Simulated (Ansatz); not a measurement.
# KCl: response to strain

KCl is deformed so: equal xy, yz and zx engineering shear strains of +1 %. What stress and forces result, by LAPW, PAW and all-electron datasets made for the crystal?

Program: Ansatz 0.2.0. Level of theory: DFT PBEsol, scalar-relativistic. These are calculated values, not measurements.

## (1) The starting structure

The structure is cubic, space group Fm-3m (No. 225). The conventional cell has a = 6.312 Å, b = 6.312 Å, c = 6.312 Å, α = 90.00°, β = 90.00°, γ = 90.00°. K (site symmetry m-3m) has 6 Cl at 3.16 Å as nearest neighbours. Around Cl (site symmetry m-3m) lie 6 K at 3.16 Å.

Structure file:

```xyz
2
Lattice="0.0000 3.1561 3.1561 3.1561 0.0000 3.1561 3.1561 3.1561 0.0000" Properties=species:S:1:pos:R:3 pbc="T T T"
K     0.0000    0.0000    0.0000
Cl    3.1561    3.1561    3.1561
```

Atoms are numbered in the order of the input: K1, Cl2.

## (2) After the deformation

Space group Fm-3m before, R-3m after.

## (3) Full-potential LAPW

input.yaml

```yaml
crystal:
  lattice:
    - [0.031561, 3.1718805, 3.1718805]
    - [3.1718805, 0.031561, 3.1718805]
    - [3.1718805, 3.1718805, 0.031561]
  atoms:
    - { symbol: K, position: [0.0, 0.0, 0.0] }
    - { symbol: Cl, position: [0.5, 0.5, 0.5] }
kpoints:
  mp_grid: { grid: [7, 7, 7] }
  band_path:
    path:
      - [0.0, 0.0, 0.0]
      - [0.5, 0.5, 0.5]
      - [0.247543133, 0.5, 0.752456867]
      - [-0.247543133, 0.247543133, 0.5]
      - [0.0, 0.0, 0.5]
      - [0.0, 0.0, 0.0]
      - [-0.3737715665, 0.0, 0.3737715665]
      - [0.0, 0.3737715665, 0.6262284335]
      - [0.0, 0.5, 0.5]
    npoints: 5
scf:
  occupations: { method: fermi_dirac, width: 0.03 }
hamiltonian:
  xc: pbesol
  pseudopotentials: { kind: all_electron, lapw: { basis_error: 0.0005 } }
output:
  forces: true
  stress: true
  eigenvalues: true
```

Launch:

```
ansatz run input.yaml --threads 1 --pin off --max-ram 3072MiB --backend cpu --events-out ev --progress --plain --runs-dir out
```

## (4) PAW with frozen cores

input.yaml

```yaml
crystal:
  lattice:
    - [0.031561, 3.1718805, 3.1718805]
    - [3.1718805, 0.031561, 3.1718805]
    - [3.1718805, 3.1718805, 0.031561]
  atoms:
    - { symbol: K, position: [0.0, 0.0, 0.0] }
    - { symbol: Cl, position: [0.5, 0.5, 0.5] }
kpoints:
  mp_grid: { grid: [7, 7, 7] }
scf:
  occupations: { method: fermi_dirac, width: 0.03 }
hamiltonian:
  xc: pbesol
  pseudopotentials: { kind: paw }
output:
  forces: true
  stress: true
  eigenvalues: true
  efg: { contact_densities: true }
```

## (5) Datasets made for this crystal

Changes to input.yaml since step 4:

```diff
@@ -14,3 +14,3 @@
   xc: pbesol
-  pseudopotentials: { kind: paw }
+  pseudopotentials: { kind: all_electron, datasets: crystal }
 output:
```

(Steps that only read results are left out.)

Q: Predict the outcome of this session. Wanted: pressure; largest shear or deviatoric stress.

As calculated:

```
                                 quantity                                              value
                                 pressure  LAPW -0.56, PAW -0.56, crystal datasets -0.56 GPa
largest shear or deviatoric stress (LAPW)                                           0.07 GPa
```

The largest part of the stress beyond the pressure is 0.07 GPa in size; the atoms are carried along and not relaxed. No run of the undeformed cell stands beside it, so the pressure holds what the given cell had before the change. PAW: stress within 0.01 GPa of LAPW. Crystal datasets: stress within 0.01 GPa of LAPW.
